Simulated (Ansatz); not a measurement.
Sc (I4/mmm); field of 300 T on the spins.

```
Sc
1.0
    -1.87900    1.87900    2.38050
     1.87900   -1.87900    2.38050
     1.87900    1.87900   -2.38050
Sc
1
Cartesian
  0.0000 0.0000 0.0000
```

The source of the geometry is a structure as deposited in COD; atoms and cell stay fixed.

Settings: PBE, 12×12×12 k mesh, Fermi–Dirac smearing of 0.05 eV. LAPW is all-electron LAPW in Ansatz 0.2.0. Site moments are integrated in spheres about the atoms. Start moments (μB): Sc 0.05.

Iteration by iteration:

```json
{"iteration": "1", "Harris–Foulkes energy less the last (meV)": "-66.429", "density residual (eV)": "4.3e-02", "M (μB)": "0.0749", "∫|m| (μB)": "0.0749"}
{"iteration": "2", "Harris–Foulkes energy less the last (meV)": "1.531", "density residual (eV)": "1.9e-02", "M (μB)": "0.1142", "∫|m| (μB)": "0.1142"}
{"iteration": "3", "Harris–Foulkes energy less the last (meV)": "7.277", "density residual (eV)": "4.5e-03", "M (μB)": "0.1594", "∫|m| (μB)": "0.1594"}
{"iteration": "4", "Harris–Foulkes energy less the last (meV)": "5.620", "density residual (eV)": "1.4e-04", "M (μB)": "0.2008", "∫|m| (μB)": "0.2008"}
{"iteration": "5", "Harris–Foulkes energy less the last (meV)": "5.095", "density residual (eV)": "1.1e-05", "M (μB)": "0.2426", "∫|m| (μB)": "0.2426"}
{"iteration": "6", "Harris–Foulkes energy less the last (meV)": "4.451", "density residual (eV)": "1.4e-06", "M (μB)": "0.2822", "∫|m| (μB)": "0.2822"}
{"iteration": "7", "Harris–Foulkes energy less the last (meV)": "3.851", "density residual (eV)": "1.7e-06", "M (μB)": "0.3209", "∫|m| (μB)": "0.3209"}
{"iteration": "8", "Harris–Foulkes energy less the last (meV)": "3.285", "density residual (eV)": "6.5e-09", "M (μB)": "0.3575", "∫|m| (μB)": "0.3575"}
{"iteration": "9", "Harris–Foulkes energy less the last (meV)": "2.761", "density residual (eV)": "1.3e-06", "M (μB)": "0.3927", "∫|m| (μB)": "0.3927"}
{"iteration": "10", "Harris–Foulkes energy less the last (meV)": "2.281", "density residual (eV)": "5.3e-06", "M (μB)": "0.4261", "∫|m| (μB)": "0.4261"}
{"iteration": "11", "Harris–Foulkes energy less the last (meV)": "1.860", "density residual (eV)": "5.4e-06", "M (μB)": "0.4571", "∫|m| (μB)": "0.4571"}
{"iteration": "12", "Harris–Foulkes energy less the last (meV)": "1.492", "density residual (eV)": "7.6e-06", "M (μB)": "0.4859", "∫|m| (μB)": "0.4859"}
{"iteration": "13", "Harris–Foulkes energy less the last (meV)": "1.180", "density residual (eV)": "9.3e-06", "M (μB)": "0.5121", "∫|m| (μB)": "0.5121"}
{"iteration": "14", "Harris–Foulkes energy less the last (meV)": "0.911", "density residual (eV)": "1.7e-05", "M (μB)": "0.5361", "∫|m| (μB)": "0.5361"}
{"iteration": "15", "Harris–Foulkes energy less the last (meV)": "0.720", "density residual (eV)": "8.8e-06", "M (μB)": "0.5569", "∫|m| (μB)": "0.5569"}
{"iteration": "16", "Harris–Foulkes energy less the last (meV)": "0.685", "density residual (eV)": "2.4e-06", "M (μB)": "0.5617", "∫|m| (μB)": "0.5617"}
{"iteration": "17", "Harris–Foulkes energy less the last (meV)": "0.492", "density residual (eV)": "4.9e-06", "M (μB)": "0.5823", "∫|m| (μB)": "0.5823"}
{"iteration": "18", "Harris–Foulkes energy less the last (meV)": "0.449", "density residual (eV)": "4.6e-07", "M (μB)": "0.5900", "∫|m| (μB)": "0.5900"}
{"iteration": "19", "Harris–Foulkes energy less the last (meV)": "0.250", "density residual (eV)": "1.4e-07", "M (μB)": "0.6242", "∫|m| (μB)": "0.6242"}
{"iteration": "20", "Harris–Foulkes energy less the last (meV)": "0.166", "density residual (eV)": "2.9e-07", "M (μB)": "0.6800", "∫|m| (μB)": "0.6800"}
{"iteration": "21", "Harris–Foulkes energy less the last (meV)": "0.154", "density residual (eV)": "3.4e-09", "M (μB)": "0.6685", "∫|m| (μB)": "0.6685"}
{"iteration": "22", "Harris–Foulkes energy less the last (meV)": "0.153", "density residual (eV)": "3.3e-09", "M (μB)": "0.6677", "∫|m| (μB)": "0.6677"}
{"iteration": "23", "Harris–Foulkes energy less the last (meV)": "0.153", "density residual (eV)": "9.8e-11", "M (μB)": "0.6676", "∫|m| (μB)": "0.6676"}
{"iteration": "24", "Harris–Foulkes energy less the last (meV)": "0.153", "density residual (eV)": "6.1e-12", "M (μB)": "0.6674", "∫|m| (μB)": "0.6674"}
{"iteration": "25", "Harris–Foulkes energy less the last (meV)": "0.153", "density residual (eV)": "2.6e-13", "M (μB)": "0.6675", "∫|m| (μB)": "0.6675"}
{"iteration": "26", "Harris–Foulkes energy less the last (meV)": "0.008", "density residual (eV)": "2.1e-11", "M (μB)": "0.6675", "∫|m| (μB)": "0.6675"}
{"iteration": "27", "Harris–Foulkes energy less the last (meV)": "0.000", "density residual (eV)": "4.4e-09", "M (μB)": "0.6720", "∫|m| (μB)": "0.6720"}
{"iteration": "28", "Harris–Foulkes energy less the last (meV)": "0.000", "density residual (eV)": "4.7e-09", "M (μB)": "0.6724", "∫|m| (μB)": "0.6724"}
{"iteration": "29", "Harris–Foulkes energy less the last (meV)": "0.000", "density residual (eV)": "6.0e-10", "M (μB)": "0.6720", "∫|m| (μB)": "0.6720"}
{"iteration": "30", "Harris–Foulkes energy less the last (meV)": "0.000", "density residual (eV)": "1.3e-10", "M (μB)": "0.6713", "∫|m| (μB)": "0.6713"}
{"iteration": "31", "Harris–Foulkes energy less the last (meV)": "0.000", "density residual (eV)": "4.4e-12", "M (μB)": "0.6713", "∫|m| (μB)": "0.6713"}
{"iteration": "32", "Harris–Foulkes energy less the last (meV)": "0.000", "density residual (eV)": "7.3e-14", "M (μB)": "0.6713", "∫|m| (μB)": "0.6713"}
```

Site moments (μB): Sc 0.55. Cell moment 0.67 μB.

The Ansatz runs typed with the search for lower states off end where their start leads. None of this fixes the real material's magnetic order: only patterns that fit the cell were computed, at zero temperature, with a functional that can overstate moments.
